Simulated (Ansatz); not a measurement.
N: from a first guess to the relaxed hcp type

First guess:

```yaml
crystal:
  lattice:
    - [2.51233, 0.00000, 0.00000]
    - [-1.25617, 2.17574, 0.00000]
    - [0.00000, 0.00000, 4.06998]
  atoms:
    - { symbol: N, position: [0.33333, 0.66667, 0.25000] }
    - { symbol: N, position: [0.66667, 0.33333, 0.75000] }
```

The calculation used Ansatz 0.2.0, DFT, PBE, PAW with Ansatz's default frozen-core files, scalar-relativistic.

Cell and atoms relax within the symmetry of the start on a 19×19×10 k mesh with 0.05 eV Fermi–Dirac smearing.

The start is built from a prototype, known or not as a phase of this compound; the cutoff is 420 eV.

What is the pressure of the first guess?

-31.0 GPa.

What does it relax to?

a = 1.916 Å, b = 1.916 Å, c = 7.648 Å, α = 90.00°, β = 90.00°, γ = 120.00° (conventional cell), 12.16 Å³ per atom:
Space group P6_3/mmc (No. 194). a = 1.916 Å, b = 1.916 Å, c = 7.648 Å, α = 90.00°, β = 90.00°, γ = 120.00°
```
atom  site  symmetry       x       y       z
   N    2c      -6m2  0.3333  0.6667  0.2500
```

How much energy does the relaxation release?

806 meV/atom.
